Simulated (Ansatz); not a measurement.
# P under changes of volume

One of the cells (20.458 Å³/atom); the others are scaled copies at fixed shape and fractional positions:

```
CELL_PARAMETERS angstrom
1.64774 -5.46504 0.00000
1.64774 5.46504 0.00000
0.00000 0.00000 4.54364
ATOMIC_POSITIONS crystal
P 0.90414 0.09586 0.58882
P 0.09586 0.90414 0.41118
P 0.59586 0.40414 0.08882
P 0.40414 0.59586 0.91118
```

```yaml
Program: Ansatz 0.2.0
Functional: PBEsol
Potentials_or_basis: Ansatz PAW
Cutoff: "420 eV (not typed: the program's choice for these potentials)"
k_mesh: 8 × 8 × 6
Occupations: fermi-dirac, width 0.05 eV
Spin: no spin polarisation
```

```tsv
volume (Å³/atom)	energy over the lowest point (meV/atom)	pressure (GPa)	gap on the mesh (eV)	largest force (eV/Å)
19.230	14.41	4.6	0.05	0.866
19.639	?	?	?	?
20.049	0.43	1.0	0.02	0.467
20.458	0.00	-0.6	0.01	0.297
20.867	3.35	-2.0	0.04	0.163
21.276	10.08	-3.3	0.07	0.145
21.685	19.85	-4.4	0.11	0.246
```

Q: What does the run at 19.639 Å³/atom give?

A: Energy over the lowest point 5.08 meV/atom; pressure 2.7 GPa; gap on the mesh 0.04 eV; largest force 0.657 eV/Å.

Worked out: A Birch-Murnaghan fit of order 3 (a polynomial in V^(-2/3)) to the other rows has its minimum at 20.30 Å³/atom with B0 = V·E''(V) = 76 GPa and B' = 4.4 at fixed shape and positions, which overstates the stiffness. It gives 5.08 meV/atom at 19.639 Å³/atom, against the run's 5.08, and -dE/dV = 2.7 GPa, against 2.7.

Energies are extrapolated to zero smearing.

Caveats: the PAW data sets come from PBE, with cores solved anew for the run's functional, which leaves a small shift of forces and pressure.

A mesh can miss the band edges.
